**Q:** I'm comparing density functionals for silicon carbide. PBE gives the largest crystal and also the weakest stability against silicon and graphite. Are the bonds simply too long, and the compound therefore too weakly bound?

Ansatz 0.2.0, scalar-relativistic plane-wave PAW DFT without spin polarisation or dispersion correction: SiC (P6_3mc, 12 atoms), cell and atoms relaxed to forces below 0.005 eV/Å, 12×12×2 k mesh, Gaussian smearing of 0.02 eV. Energies are relative to the elements' standard crystals in the same functional, volume changes to the shared starting cell.

```
functional  wave cutoff  energy over elements (eV/atom)  volume change (%)  volume per atom (Å³)
       LDA       420 eV                          -0.286             -1.690                10.140
       PBE       420 eV                          -0.204              1.790                10.499
    PBEsol       420 eV                          -0.263              0.200                10.335
    r2SCAN       500 eV                          -0.300              0.180                10.332
     HSE06       420 eV                          -0.277             -0.320                10.280
```

**A:** Keep two sizes in mind. Shifting the volume by 1.8% costs about 2 meV per atom, whereas the functionals differ in stability by up to about 100 meV per atom. PBE fails in both columns, but the first failure is far too cheap to pay for the second.

**Q:** How could I have seen that from the table alone?

**A:** Look at LDA. Its volume change from the starting cell is −1.7%, nearly as large as PBE's +1.8%, and that cell lies roughly half a percent below the measured one, so LDA misses by at least as much as PBE. If the size of the misfit cost stability, LDA should suffer too. Yet in energy over elements, where a more negative value means a more stable compound, LDA comes second only to r2SCAN. Your pattern is real: LDA, HSE06, PBEsol and PBE come in the same order in volume and in energy. But PBEsol and r2SCAN have the same volume and energies 37 meV per atom apart (r2SCAN at a higher cutoff), so volume doesn't fix the energy, and the shared order points to a common cause.

**Q:** Why does a wrong volume cost so little?

**A:** Near its best volume a crystal behaves like a spring. The pressure falls in proportion to the remaining misfit, so the energy released on relaxing is E = ½PΔV, with P the starting pressure and ΔV the volume gained. Since P itself grows with ΔV, the energy grows with the square of the misfit. A tenfold smaller volume error costs a hundredfold less energy.

**Q:** Can you work that out for PBE?

**A:** In the starting cell PBE's pressure was 3.92 GPa, which is 3.92/160.2 = 0.0245 eV/Å³. The starting volume was 10.499/1.0179 = 10.314 Å³ per atom, so the crystal gained 0.185 Å³. Half the product is 0.0023 eV, or 2.3 meV per atom.

**Q:** Does the calculation agree?

**A:** The computed energy fell by 2.2 meV per atom, or by 1.9 before a late drop that apparently came from rebuilding the plane-wave basis for the larger cell. For r2SCAN, with a tenth of the volume change, model and calculation both give about 0.02 meV. These two rows use their own starting pressures. The other three borrow PBE's stiffness and are estimates; the printed output after this text lists them all.

**Q:** So if I forced PBE into the starting cell, its stability would hardly change?

**A:** With silicon and graphite left as they are, it would even get slightly worse, because squeezing the crystal away from its own minimum raises its energy. A better lattice constant is therefore no cure for a poor heat of formation.

**Q:** Then why is PBE's volume too large in the first place?

**A:** LDA treats the electrons at each point as if they belonged to a uniform gas of the local density. PBE adds a correction that lowers the exchange energy where the density varies steeply compared with its own size. Pulling atoms apart thins the density between them and makes it more uneven, so the correction gains strength and pushes the crystal outwards. LDA lacks that push and gives too small a cell; PBE has too much of it.

**Q:** Is there a sign of this in the table?

**A:** PBEsol has the same kind of correction, but its exchange coefficient for gently varying densities is only a little over half of PBE's. Its volume lies 54% of the way from LDA to PBE. That fits the argument, though it is a single case and PBEsol also changes the correlation part.

**Q:** And the weak stability?

**A:** That number is a difference between solids, so an error matters only if it affects SiC and the elements unequally. In SiC each carbon atom has four neighbours in a compact network; in graphite it has three, in sheets with wide gaps between them. Gradient corrections tend to favour such open structures. PBE is known to place graphite roughly 0.1 eV per atom below diamond, whereas LDA makes the two nearly equal. If graphite comes out too stable, SiC looks less stable beside it. The gradient correction would then lie behind both of PBE's failures, without one causing the other. HSE06 fits this less well: it keeps most of PBE's gradient correction but mixes in exact exchange, and makes SiC 73 meV per atom more stable than PBE does. So the gradient correction can't be the whole story.

**Q:** Is that enough to explain the gap between PBE and LDA?

**A:** It could supply much of it. Only half the atoms in SiC are carbon, so 0.1 eV becomes about 50 meV per atom of compound, against a gap of 82 meV. This share rests on a recalled value, not on these runs, and leaves out any error in the silicon reference; the link to the gradient correction isn't a simple proportion: in stability PBEsol lies only 28% of the way from LDA to PBE, against 54% in volume. To test the estimate, recompute the PBE and LDA energies with diamond as the carbon reference: the gap should shrink by more than half.

**Q:** Does any of this matter for a heat balance?

**A:** Yes. The gap amounts to 2 × 0.082 eV × 96.5 kJ/mol per eV, or about 16 kJ per mole of SiC. Against a rough measured value of −0.37 eV per atom, all five functionals understate the stability, r2SCAN by about 0.07 eV and PBE by about 0.17 eV. Missing dispersion, which would lower both graphite and the dense crystals so that its net sign isn't fixed here, is part of the functionals' own error. Zero-point motion, which the calculations also leave out, is not, and measured values themselves scatter by a few hundredths of an eV, so r2SCAN's shortfall is the least certain.

The analysis program printed:

```
PBE energy released on relaxing, spring model, meV/atom: 2.258
PBE energy released on relaxing, computed, first to last step, meV/atom: 2.223
PBE energy released before the basis reset, computed, meV/atom: 1.87
r2SCAN energy released on relaxing, spring model, meV/atom: 0.02364
r2SCAN energy released on relaxing, computed, meV/atom: 0.02333
stiffness from PBE starting pressure and volume change, GPa: 218.9
Strain energy beside energy differences:
     row  strain energy in meV/atom  more stable than in PBE by meV/atom  short of rough measured stability by eV/atom
     LDA                      2.012                                   82                                         0.084
     PBE                      2.258                                    0                                         0.166
  PBEsol                    0.02818                                   59                                         0.107
  r2SCAN                    0.02283                                   96                                          0.07
   HSE06                    0.07214                                   73                                         0.093
PBE volume above LDA volume, percent: 3.54
PBE energy above LDA energy, meV/atom: 82
that energy difference over the PBE spring energy, ratio: 36.32
PBEsol volume above r2SCAN volume, percent: 0.02904
PBEsol energy above r2SCAN energy, meV/atom: 37
PBEsol share of the way from LDA to PBE in volume: 0.5432
PBEsol share of the way from LDA to PBE in energy: 0.2805
PBEsol exchange gradient coefficient over that of PBE: 0.5455
carbon reference shift needed to explain PBE minus LDA alone, meV per carbon atom: 164
```
